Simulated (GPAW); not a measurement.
# InAs (F-43m) in GPAW: notebook, part 2 of 2

GPAW 26.7.0. The steps go on from the part before.

### Step 3. Elastic constants, SOGGA, 27.49 Å³/atom

Contents of run.py:

```python
import json
import numpy as np
import spglib
from ase.constraints import FixSymmetry
from ase.filters import FrechetCellFilter
from ase.io import write
from ase.optimize import BFGS
from ase.spacegroup import crystal
from ase.stress import full_3x3_to_voigt_6_stress, voigt_6_to_full_3x3_strain, voigt_6_to_full_3x3_stress
from ase.units import GPa
from gpaw import GPAW, PW, setup_paths

setup_paths.insert(0, '.')

# In 4a
# As 4c
atoms = crystal(['In', 'As'],
                basis=[[0.0, 0.0, 0.0],
                       [0.25, 0.25, 0.25]],
                spacegroup=216, setting=1,  # F-43m
                cellpar=[6.036, 6.036, 6.036, 90.0, 90.0, 90.0],
                primitive_cell=True)

calc = GPAW(mode=PW(600),
            xc='GGA_X_SOGGA+GGA_C_PBE_SOL',
            kpts={'size': (8, 8, 8), 'gamma': True},
            occupations={'name': 'fermi-dirac', 'width': 0.05},
            nbands=18,
            convergence={'density': 1e-06, 'eigenstates': 1e-09},
            maxiter=150,
            txt='gpaw.txt')
atoms.calc = calc
atoms.set_constraint(FixSymmetry(atoms))
BFGS(FrechetCellFilter(atoms), trajectory='relax.traj', logfile='-').run(fmax=0.005, steps=40)
atoms.set_constraint()
energy = atoms.get_potential_energy()
forces = atoms.get_forces()
stress = atoms.get_stress()
calc.write('gs.gpw')
write('result.traj', atoms)
print('Cell:', atoms.cell.cellpar().round(4))
print(atoms.get_scaled_positions().round(5))

gpts = tuple(int(n) for n in calc.get_number_of_grid_points())
cell = atoms.cell[:].T
dataset = spglib.get_symmetry((atoms.cell[:], atoms.get_scaled_positions(), atoms.numbers), symprec=1e-4)
rotations = [cell @ w @ np.linalg.inv(cell) for w in dataset['rotations']]
strains, clamped, relaxed = [], [], []
for v in [0, 3]:
    for e in (-0.005, 0.005):
        voigt = np.zeros(6)
        voigt[v] = e
        F = voigt_6_to_full_3x3_strain(voigt)
        a = atoms.copy()
        a.set_cell(atoms.cell[:] @ F, scale_atoms=True)
        c = GPAW(mode=PW(600),
                 xc='GGA_X_SOGGA+GGA_C_PBE_SOL',
                 kpts={'size': (8, 8, 8), 'gamma': True},
                 occupations={'name': 'fermi-dirac', 'width': 0.05},
                 nbands=18,
                 convergence={'density': 1e-06, 'eigenstates': 1e-09},
                 maxiter=150,
                 gpts=gpts,
                 txt=f'strain-{v}{e:+.3f}.txt')
        a.calc = c
        s0 = s1 = a.get_stress() - stress
        BFGS(a, logfile=None).run(fmax=0.003, steps=25)
        s1 = a.get_stress() - stress
        print(v, e, 'clamped', (s0 / GPa).round(3), 'relaxed', (s1 / GPa).round(3), flush=True)
        for R in rotations:  # images under the point group
            eps = R @ (F - np.eye(3)) @ R.T
            strains.append(full_3x3_to_voigt_6_stress(eps) * [1, 1, 1, 2, 2, 2])
            for s, rows in ((s0, clamped), (s1, relaxed)):
                rows.append(full_3x3_to_voigt_6_stress(R @ voigt_6_to_full_3x3_stress(s) @ R.T))

C0, C = (np.linalg.lstsq(np.array(strains), np.array(s), rcond=None)[0].T / GPa for s in (clamped, relaxed))
print('Clamped-ion Cij (GPa):')
print(C0.round(1))
print('Relaxed-ion Cij (GPa):')
print(C.round(1))
json.dump({'clamped': C0.tolist(), 'relaxed': C.tolist()}, open('elastic.json', 'w'))
```

Potentials or basis: PAW data sets generated in the run's folder for this functional, pw.

Command:

```
> gpaw-setup -f GGA_X_SOGGA+GGA_C_PBE_SOL As In
> OMP_NUM_THREADS=1 python run.py
```

gpaw.txt:

```text
__  _  _
 | _ |_)|_||  |
 |__||  | ||/\| - 26.7.0

Input parameters:
  mode=PW(ecut=600.0),
  convergence={'density': 1e-06, 'eigenstates': 1e-09},
  kpts=MonkhorstPack(size=(8, 8, 8), gamma=True),
  maxiter=150,
  nbands=18,
  occupations=Occupations(name='fermi-dirac', width=0.05),
  xc=XC(name='GGA_X_SOGGA+GGA_C_PBE_SOL')

Diagonalizing LCAO Hamiltonian
Converting LCAO to pw mode

            As

       In

Atoms  # Å, Bohr magnetons
|   | symbol |        x |        y |        z |    initial magnetic moments |
|---|--------|----------|----------|----------|-----------------------------|
| 0 |     In | 0.000000 | 0.000000 | 0.000000 | ( 0.0000,  0.0000,  0.0000) |
| 1 |     As | 1.509000 | 1.509000 | 1.509000 | ( 0.0000,  0.0000,  0.0000) |

Unit cell  # Å
| periodic |        x |        y |        z |  lengths |    angles |
|----------|----------|----------|----------|----------|-----------|
|      yes | 0.000000 | 3.018000 | 3.018000 | 4.268097 | 60.000000 |
[... 509 lines left out ...]
|  5 |  σ   |  1,-1, 0,  0,-1, 0,  0,-1, 1 |
|  6 |  σ   |  0, 1, 0,  1, 0, 0,  0, 0, 1 |
|  7 |  C3  |  0, 1, 0,  0, 0, 1,  1, 0, 0 |
|  8 |  C2  |  0, 1,-1,  1, 0,-1,  0, 0,-1 |
[... 147 lines left out ...]
SCF iterations
|iter     | |      energy | eigst |  dens |
|---------|-|-------------|-------|-------|
|iter:   1| |   -8.818386 | -1.75 |       |
|iter:   2| |   -8.816596 | -4.17 | -2.01 |
|iter:   3| |   -8.807619 | -3.59 | -2.05 |
|iter:   4| |   -8.807526 | -4.58 | -2.76 |
|iter:   5| |   -8.807561c| -5.10 | -3.10 |
|iter:   6| |   -8.807561c| -7.20 | -4.27 |
|iter:   7| |   -8.807561c| -8.35 | -4.64 |
|iter:   8| |   -8.807561c| -9.26c| -5.19 |
|iter:   9| |   -8.807561c| -9.98c| -5.93 |
|iter:  10| |   -8.807561c|-10.87c| -6.49c|

Converged in 10 steps
Energy contributions relative to reference atoms: (reference = -221361.103969)

Energy contributions:
  Kinetic:          22.524436
  Coulomb:         -20.973523
  Zero:              0.131157
  External:          0.000000
  Xc:              -10.489359
  Entropy:          -0.000543
  Spinorbit:         0.000000
  ----------------------------
  Free energy:      -8.807832
  Extrapolated:     -8.807561
[... 29 lines left out ...]
Stress tensor  # eV/Ang^3
|         x |         y |         z |
|-----------|-----------|-----------|
| -0.000150 |  0.000000 |  0.000000 |
|  0.000000 | -0.000150 |  0.000000 |
|  0.000000 |  0.000000 | -0.000150 |

Forces  # eV/Ang
|        x |        y |        z |
|----------|----------|----------|
| -0.00000 | -0.00000 | -0.00000 |  # In   0
|  0.00000 |  0.00000 |  0.00000 |  # As   1

# Writing to gs.gpw (mode='')
```

strain-0+0.005.txt:

```text
__  _  _
 | _ |_)|_||  |
 |__||  | ||/\| - 26.7.0

Input parameters:
  mode=PW(ecut=600.0),
  convergence={'density': 1e-06, 'eigenstates': 1e-09},
  gpts=array([25, 25, 25]),
  kpts=MonkhorstPack(size=(8, 8, 8), gamma=True),
  maxiter=150,
  nbands=18,
[... 209 lines left out ...]
|          7 |         4.490 |     1.572 |
[... 8 lines left out ...]
|         16 |        14.766 |     0.000 |
|         17 |        14.865 |     0.000 |

No gap
No difference between direct/indirect transitions

Stress tensor  # eV/Ang^3
|         x |         y |         z |
|-----------|-----------|-----------|
|  0.002333 |  0.000000 | -0.000000 |
|  0.000000 |  0.001249 | -0.000000 |
| -0.000000 | -0.000000 |  0.001249 |

Forces  # eV/Ang
|        x |        y |       z |
|----------|----------|---------|
| -0.00000 | -0.00000 | 0.00000 |  # In   0
|  0.00000 | -0.00000 | 0.00000 |  # As   1
```

Wall time 4.8 min (1 thread of Arm Neoverse V2, shared host); peak memory 0.4 GiB.

What came out:

| Item | Value |
| --- | --- |
| Free energy | -8.8078 eV |
| Relaxed volume | 28.03 Å³/atom |
| Relaxed cell | a = 4.296 Å, b = 4.296 Å, c = 4.296 Å, α = 60.00°, β = 60.00°, γ = 60.00° |
| Space group after relaxing (to 0.05 Å) | F-43m (No. 216) |
| Pressure after relaxing | 0.0 GPa |
| Band gap on the k mesh | none (metal or under the smearing width) |
| Elastic constants C11, C12, C44 | 80, 46, 35 GPa |
| Voigt bulk modulus | 57 GPa |
| Bulk modulus (Hill) | 57 GPa |
| Shear modulus (Hill) | 26 GPa |
| Young's modulus | 69 GPa |
| Poisson's ratio (from the elastic constants) | 0.30 |

Caveat: the density grid can change from cell to cell, which puts small steps into energies and stress; elastic constants of metals need much finer meshes, so these are rough; this crystal is a semiconductor, whose small gap the functional closes, so the metal is an error of the method.

### Step 4. Comparison with measurements

Step 2. Measured gap of InAs: 0.418 eV (direct; 4.2 K; a printed reference work, data compilation). This calculation gives 0.00 eV (-0.42 eV). Spin-orbit coupling on As, In is left out. The value is that of BLYP+D3(BJ) on a finite k mesh, which can miss the band edges, without temperature or zero-point motion. Semilocal functionals fall short of measured gaps as a rule.
